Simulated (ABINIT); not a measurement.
A run of ABINIT 10.8.3 (patched build) is set up as follows.

run.abi

```
ndtset 7
getwfk -1
scalecart1 3*0.9795861087
scalecart2 3*0.9864848297
scalecart3 3*0.9932883884
scalecart4 3*1.0000000000
scalecart5 3*1.0066227096
scalecart6 3*1.0131594038
scalecart7 3*1.0196128224

pp_dirpath "./"
pseudos "As.GGA_PBE-JTH_sp.xml, B.GGA_PBE-JTH.xml"

acell 6.3832096775 6.3832096775 6.3832096775
rprim
     0.0000000000     0.7071067812     0.7071067812
     0.7071067812     0.0000000000     0.7071067812
     0.7071067812     0.7071067812     0.0000000000
ntypat 2
znucl 33 5
natom 2
typat 1 2
xred
     0.7500000000     0.7500000000     0.7500000000
     0.0000000000     0.0000000000     0.0000000000

ecut 15.0
pawecutdg 30.0

kptopt 1
ngkpt 10 10 10
nshiftk 1
shiftk 0.0 0.0 0.0

ixc -116133

nband 8
occopt 3
tsmear 0.05 eV

nstep 100
tolvrs 1.0e-9

iomode 3
prtwf 1
prtden 0
prteig 0
prtebands 0
enunit 2
```

Potentials or basis: JTH PAW PBE v2.0 sp.

Run with:

```sh
$ abinit run.abi > log 2>&1
```

Problem. What does it give for the pressure derivative of the bulk modulus?

Solution. 4.0.

Problem. What does it give for the bulk modulus?

Solution. 141 GPa.

Problem. What does it give for the equilibrium volume?

Solution. 13.63 Å³/atom.

Energy against volume, from the lowest point:
```tsv
volume (Å³/atom)	energy (meV/atom)
12.809	24.27
13.081	10.52
13.354	2.59
13.626	0.00
13.899	2.24
14.171	8.78
14.444	19.28
```

Caveat: pressures at fixed basis lie under the slope of the energies; the PAW data sets were made with another functional, which shifts forces and pressure a little; this set keeps more shells in the core, which shifts pressures and gaps.

**Experimental background.**

From “Basic Physical Properties of Cubic Boron Arsenide”, 2019, arxiv:1911.11281, for a bulk crystal of BAs: bulk modulus 148 GPa.

A measured bulk modulus of BAs is 148 GPa (quoted in “Basic Physical Properties of Cubic Boron Arsenide”, 2019, arxiv:1911.11281); the calculated 141 GPa misses it by -4.8 %. The fit is for a static lattice scaled at fixed shape and fixed fractional positions.
